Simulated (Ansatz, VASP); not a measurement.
# ZrB2 in VASP and in Ansatz

```
Zr B
1.0
     3.17000    0.00000    0.00000
    -1.58500    2.74530    0.00000
     0.00000    0.00000    3.53300
Zr B
1 2
Direct
  0.00000 0.00000 0.00000
  0.33333 0.66667 0.50000
  0.66667 0.33333 0.50000
```

Alike in both runs: task single point; functional PBE; k mesh 18 × 18 × 12; occupations gaussian, width 0.05 eV; no spin polarisation.

|  | VASP | Ansatz |
| --- | --- | --- |
| version | VASP 6.6.1 | Ansatz 0.2.0 |
| potentials or method | VASP PAW PBE potentials, release 64 (Zr_sv, B) | scalar-relativistic, plane waves, PAW |
| plane-wave cutoff (eV) | 520 | 420 |
| valence electrons in the cell | 18 | 18 |

Ansatz gave:

| Quantity | Value |
| --- | --- |
| pressure (GPa) | 0.8 |
| largest component of the traceless stress (GPa) | 0.43 |

Which values does VASP return?

Pressure (GPa): 0.9; largest component of the traceless stress (GPa): 0.48.
